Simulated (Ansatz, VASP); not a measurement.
SrO: VASP beside Ansatz

```
Sr O
1.0
     0.00000    2.70528    2.52054
     2.70528    0.00000    2.52054
     2.70528    2.70528    0.00000
Sr O
1 1
Direct
  0.50000 0.50000 0.50000
  0.00000 0.00000 0.00000
```

Change from the starting cell: epitaxial_xy strain +4.9%.

Alike in both runs: task single point; functional PBE; k mesh 8 × 8 × 8; occupations fermi-dirac, width 0.02 eV; no spin polarisation.

|  | VASP | Ansatz |
| --- | --- | --- |
| version | VASP 6.6.1 | Ansatz 0.2.0 |
| potentials or method | VASP PAW PBE potentials, release 64 (Sr_sv, O) | plane waves, PAW |
| plane-wave cutoff (eV) | 520 | 420 |
| valence electrons in the cell | 16 | 16 |

VASP gave:

* gap on the k mesh at the Fermi level (eV): 2.99
* pressure (GPa): -2.6
* largest component of the traceless stress (GPa): 4.84

Question: What did Ansatz give for the same quantities?

Answer: gap on the k mesh at the Fermi level (eV): 3.03; pressure (GPa): -3.0; largest component of the traceless stress (GPa): 4.55.

With one functional, cell and mesh, what is left measures potentials, basis and numerics.

A k mesh can miss the band edges.
